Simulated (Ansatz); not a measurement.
Bi:

```
Bi
1.0
    -1.98143    1.98143    1.98143
     1.98143   -1.98143    1.98143
     1.98143    1.98143   -1.98143
Bi
1
Direct
  0.00000 0.00000 0.00000
```

This isn't the form of Bi at room conditions, which is rhombohedral.

```yaml
Program: Ansatz 0.2.0
Task: relaxation of cell and atoms
Functional: PBEsol
Dispersion: D3(BJ)
Potentials_or_basis: Ansatz PAW
Cutoff: "420 eV (not typed: the program's choice for these potentials)"
k_mesh: 9 × 9 × 9
Occupations: fermi-dirac, width 0.05 eV
Spin: no spin polarisation
```

At the start: volume 31.12 Å³/atom.

Where does the relaxation end?

It ends after 5 steps and the volume is 28.52 Å³/atom (-8.3 %); space group Im-3m (No. 229, to 0.05 Å).

The path:
| step | energy change (eV) | largest force (eV/Å) | volume (Å³) |
| --- | --- | --- | --- |
| 1 | 0.0000 | 0.0000 | 31.12 |
| 2 | -0.0392 | 0.0000 | 27.85 |
| 3 | -0.0422 | 0.0000 | 28.60 |
| 4 | -0.0423 | 0.0000 | 28.52 |
| 5 | -0.0417 | 0.0000 | 28.52 |

Final structure:
```cif
data_structure
_symmetry_space_group_name_H-M 'P 1'
_symmetry_Int_Tables_number 1
_cell_length_a 3.3337
_cell_length_b 3.3337
_cell_length_c 3.3337
_cell_angle_alpha 109.471
_cell_angle_beta 109.471
_cell_angle_gamma 109.471
_cell_volume 28.52
loop_
_atom_site_label
_atom_site_type_symbol
_atom_site_fract_x
_atom_site_fract_y
_atom_site_fract_z
_atom_site_occupancy
Bi1 Bi 0.00000 0.00000 0.00000 1
```

Caveat: the plane-wave basis is chosen anew once the cell has moved, so the energies of steps on either side of that aren't comparable; pairwise dispersion overbinds metals, which lowers pressure and volume; the PAW data sets come from PBE, with cores solved anew for the run's functional, which leaves a small shift of forces and pressure.
